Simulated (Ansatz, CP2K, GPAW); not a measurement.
**One calculation of Zn, 3 ways**

```
Zn
1.0
     2.71765    0.00000    0.00000
    -0.90588    2.56223    0.00000
    -0.90588   -1.28111    2.21895
Zn
1
Direct
  0.00000 0.00000 0.00000
```

This isn't the form of Zn at room conditions, which is hcp.

Alike in all runs: task single point; functional LDA; k mesh 12 × 12 × 12; occupations gaussian, width 0.02 eV; no spin polarisation; no spin-orbit coupling. LDA stands for any of its common fits. Pressure is positive in compression and, in plane waves, holds the error of the finite cutoff.

```tsv
program and potentials	plane-wave cutoff (eV)	notes	band gap (eV)	pressure (GPa)
Ansatz, all-electron LAPW, scalar-relativistic	-	-	?	?
CP2K, GTH_POTENTIALS Zn GTH-PADE-q12; TZVP-MOLOPT-PBE-GTH basis	-	atomic basis	no gap	-7.84
GPAW, the program's PAW data sets (release 1.2.1) made for this functional	600	-	no gap	-8.65
```

**Question.** Estimate from the other rows what the run with Ansatz, all-electron LAPW, scalar-relativistic gave.

**Answer.** No band gap; pressure -8.30 GPa. The other rows, which needn't bracket it: pressure -8.65 to -7.84.
